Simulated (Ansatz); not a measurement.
**Structures of Zr₂C: which is lowest?**

Plane-wave DFT in Ansatz with scalar-relativistic PAW potentials, cutoff 420 eV, Γ-centred meshes chosen by cell and gap, Gaussian smearing with energies taken to zero width. Every cell was relaxed (cell and atoms) in a run of its own, within the symmetry of its start. Functional: PBE.

Relaxed structures (starts from databases or built by putting these elements on another compound's sites):
A. I4/mcm, 6 atoms in the computed cell, a = 5.942 Å, c = 5.182 Å; sites (symmetry × multiplicity) Zr m.2m × 8, C 422 × 4; start: built
B. R-3m, 3 atoms in the computed cell, a = 3.337 Å, c = 16.146 Å; sites (symmetry × multiplicity) Zr 3m × 6, C -3m × 3; start: built
C. P4_2/mnm, 6 atoms in the computed cell, a = 5.505 Å, c = 3.397 Å; sites (symmetry × multiplicity) Zr m.2m × 4, C m.mm × 2; start: built
D. Fmmm, 3 atoms in the computed cell, a = 3.413 Å, b = 5.300 Å, c = 11.308 Å; sites (symmetry × multiplicity) Zr mm2 × 8, C mmm × 4; start: built

Question: Rank them by energy. Could pressure change the order?

Answer:
```csv
structure,group,E − E(lowest) (meV/atom),V (Å³/atom),gap on mesh (eV)
B,R-3m,0.0,17.30,0.00
C,P4_2/mnm,49,17.16,0.00
A,I4/mcm,444,15.25,0.00
D,Fmmm,565,17.05,0.00
```

B is lowest, 49 meV/atom under C. A is denser by 2.05 Å³/atom, so pressure favours it: ΔE/ΔV, with ΔE in eV and 1 eV/Å³ = 160.2 GPa, gives about 35 GPa for equal enthalpy if both cells were rigid; at such pressures compression changes ΔV much, so this is a scale only. Other structures may lie lower than all of these, and vibrations aren't counted.